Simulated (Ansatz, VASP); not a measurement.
# SiC (Moissanite 3C): VASP beside Ansatz

The input INCAR:

```
PREC     = Accurate       # precision mode
ENCUT    = 520            # plane-wave cutoff, eV
EDIFF    = 1E-6           # SCF threshold, eV
ISMEAR   = -1             # smearing method
SIGMA    = 0.05           # smearing width, eV
LREAL    = False          # projectors in reciprocal space
LASPH    = True           # aspherical terms in the spheres
NELM     = 100            # most SCF steps
ALGO     = Normal         # electronic algorithm
ISIF     = 2              # what is computed and relaxed
LWAVE    = False          # write WAVECAR
LCHARG   = False          # write CHGCAR
GGA      = PS             # functional
NBANDS   = 11             # bands
```

Contents of KPOINTS:

```
Automatic mesh
0
Gamma
  10 10 10
```

Contents of POSCAR:

```
SiC
1.0
    0.0000000000      2.2076743409      2.2076743409
    2.2076743409      0.0000000000      2.2076743409
    2.2076743409      2.2076743409      0.0000000000
Si C
1 1
Direct
    0.0000000000      0.0000000000      0.0000000000
    0.7500000000      0.7500000000      0.7500000000
```

The input input.yaml:

```yaml
crystal:
  lattice:
    - [0.0, 2.2076743409, 2.2076743409]
    - [2.2076743409, 0.0, 2.2076743409]
    - [2.2076743409, 2.2076743409, 0.0]
  atoms:
    - { symbol: Si, position: [0.0, 0.0, 0.0] }
    - { symbol: C, position: [0.75, 0.75, 0.75] }
hamiltonian:
  xc: pbesol
  pseudopotentials: { kind: paw }
kpoints:
  mp_grid: { grid: [10, 10, 10] }
scf:
  occupations: { method: fermi_dirac, width: 0.05 }
output:
  forces: true
  stress: true
  eigenvalues: true
```

Alike in both runs: task single point; functional PBEsol; k mesh 10 × 10 × 10; occupations fermi-dirac, width 0.05 eV; no spin polarisation.

```csv
,VASP,Ansatz
version,VASP 6.6.1,Ansatz 0.2.0
potentials or method,"VASP PAW PBE potentials, release 64 (Si, C)",Ansatz PAW
plane-wave cutoff (eV),520,420
valence electrons in the cell,8,8
```

```csv
,VASP,Ansatz,Ansatz less VASP
gap on the k mesh at the Fermi level (eV),1.27,1.28,+0.009
least direct gap on the mesh (eV),4.40,4.41,+0.009
pressure (GPa),-7.9,-8.2,-0.33
```

The functional is the same, so the differences come from potentials, cutoffs and numerics.

Caveats: the PAW data sets were made with another functional, which shifts forces and pressure a little (VASP); the PAW data sets come from PBE, with cores solved anew for the run's functional, which leaves a small shift of forces and pressure (Ansatz). As with any semilocal functional, this PBEsol gap is likely too small. A k mesh can miss the band edges.
